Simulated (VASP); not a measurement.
# SiO₂: restarted molecular dynamics, 2 variants

SiO₂, P6_422 (no. 181), 9 atoms in the cell. PBE, molecular dynamics; PAW potentials Si, O (PBE set).

| Restart from | Temperature at the end (K) | The same without a restart (K) | Potential energy at the end (eV/atom) | The same without a restart (eV/atom) | Electronic steps in the first step after the restart | Time (s) |
|---|---|---|---|---|---|---|
| CONTCAR with velocities, WAVECAR read | 398.0 | 398.0 | -7.77342 | -7.77342 | 5 | 368 |
| CONTCAR with velocities, no WAVECAR | 398.0 | 398.0 | -7.77342 | -7.77342 | 15 | 393 |

Limits: 60 fs of 9 atoms are too short for converged averages; the cell is only 4.4 Å across, so each atom moves in step with near copies of itself.

## Input of the first row

INCAR.step1:
```
SYSTEM = SiO2
GGA = PE
PREC = Normal
ENCUT = 400
EDIFF = 1E-6
NELMIN = 4
NELM = 60
ALGO = Normal
LREAL = Auto
LASPH = .True.
ISMEAR = 0
SIGMA = 0.05
ISYM = 0
LWAVE = .True.
LCHARG = .False.
IBRION = 0
NSW = 30
POTIM = 1.0
TEBEG = 1600
ISIF = 2
RANDOM_SEED = 488685 0 0
MDALGO = 2
SMASS = -3
KPAR = 2
```

INCAR.step2, as INCAR.step1 but for:
```
- LWAVE = .True.
+ LWAVE = .False.
```

KPOINTS:
```
k-points
0
Monkhorst-Pack
  2 2 2
```

POSCAR.step1:
```
SiO2
1.0
    5.0605222284      0.0000000000      0.0000000000
   -2.5302611142      4.3825408062      0.0000000000
    0.0000000000      0.0000000000      5.5413533100
Si O
3 6
Direct
    0.5000000000      0.0000000000      0.0000000000
    0.5000000000      0.5000000000      0.6666666667
    0.0000000000      0.5000000000      0.3333333333
    0.2086053700      0.7913946300      0.1666666667
    0.2086053700      0.4172107400      0.5000000000
    0.4172107400      0.2086053700      0.8333333333
    0.7913946300      0.2086053700      0.1666666667
    0.7913946300      0.5827892600      0.5000000000
    0.5827892600      0.7913946300      0.8333333333
```

Commands (each step's output is kept before the next begins):
```
cat potpaw_PBE.64/Si/POTCAR potpaw_PBE.64/O/POTCAR > POTCAR
cp INCAR.step1 INCAR
cp POSCAR.step1 POSCAR
mpirun -np 2 vasp_std > vasp.out
cp CONTCAR POSCAR
cp INCAR.step2 INCAR
mpirun -np 2 vasp_std > vasp.out
```

Changes of the last row against the first:
```
(step 1)
- LWAVE = True
+ LWAVE = False
```

VASP 6.6.1 took 368 s on 2 cores (Intel Xeon Platinum 8259CL @ 2.50GHz (Skylake/Cascade Lake)), a shared host.
